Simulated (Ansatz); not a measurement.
Crystal: RuS2 (Laurite).

```
Ru S
1.0
     5.61060    0.00000    0.00000
     0.00000    5.61060    0.00000
     0.00000    0.00000    5.61060
Ru S
4 8
Direct
  0.00000 0.50000 0.50000
  0.50000 0.50000 0.00000
  0.50000 0.00000 0.50000
  0.00000 0.00000 0.00000
  0.38831 0.11169 0.88831
  0.11169 0.88831 0.38831
  0.88831 0.38831 0.11169
  0.61169 0.61169 0.61169
  0.61169 0.88831 0.11169
  0.88831 0.11169 0.61169
  0.11169 0.61169 0.88831
  0.38831 0.38831 0.38831
```

Base run:

```yaml
Program: Ansatz 0.2.0
Functional: PBE0
Potentials_or_basis: Ansatz PAW
Cutoff: 420 eV
Density_cutoff: 1680 eV
k_mesh: 4 × 4 × 4
Occupations: fixed
Spin: no spin polarisation
```

Its results: band gap on the k mesh 2.51 eV, indirect (least direct gap 2.90 eV); largest force 0.367 eV/Å.

Q: The run is repeated on the same cell with these changes: functional from PBE0 to r2SCAN; cutoff from 420 eV to 500 eV; density cutoff from 1680 eV to 2000 eV; level from pbe0 to r2scan. What comes out?

A: Band gap on the k mesh 0.94 eV, indirect (least direct gap 1.19 eV); largest force 0.068 eV/Å.

Caveats: the PAW data sets come from PBE, with cores solved anew for the run's functional, which leaves a small shift of forces and pressure.

Not every run made on this cell is shown here.
